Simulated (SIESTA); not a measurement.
The system is SnO2 (Cassiterite).

```xyz
6
Lattice="4.7380 0.0000 0.0000 0.0000 4.7380 0.0000 0.0000 0.0000 3.1865" Properties=species:S:1:pos:R:3 pbc="T T T"
Sn    2.3690    2.3690    1.5933
Sn    0.0000    0.0000    0.0000
O     3.8240    0.9140    1.5933
O     3.2830    3.2830    0.0000
O     0.9140    3.8240    1.5933
O     1.4550    1.4550    0.0000
```

Base run:

| Item | Value |
| --- | --- |
| Program | SIESTA 5.4.2 |
| Functional | PBE |
| Potentials or basis | PseudoDojo 0.4 standard (PBE files) |
| Basis | SZ (energy shift 0.003 Ry) |
| Grid cutoff | 800 Ry |
| Energy shift | 0.003 Ry |
| k mesh | 4 × 4 × 6 |
| Occupations | fermi-dirac, width 0.05 eV |
| Spin | no spin polarisation |

Its results: band gap on the k mesh 0.31 eV, direct; pressure 28.2 GPa; largest force 0.527 eV/Å.

Question: The run is repeated on the same cell with these changes: basis from SZ (energy shift 0.003 Ry) to TZDP (energy shift 0.003 Ry; two zetas on semicore shells). What comes out?

Answer: Band gap on the k mesh 1.11 eV, direct; pressure 16.0 GPa; largest force 0.311 eV/Å.

Caveats: spin-orbit coupling is left out, which moves the levels of the heavy elements; the basis of atomic orbitals isn't converged, which shifts pressures, moduli and gaps; the basis has no polarisation orbitals (some runs); a pressure of tens of GPa on the cell as given is suspect, and the run, the potentials or the cell itself is likely at fault (some runs).

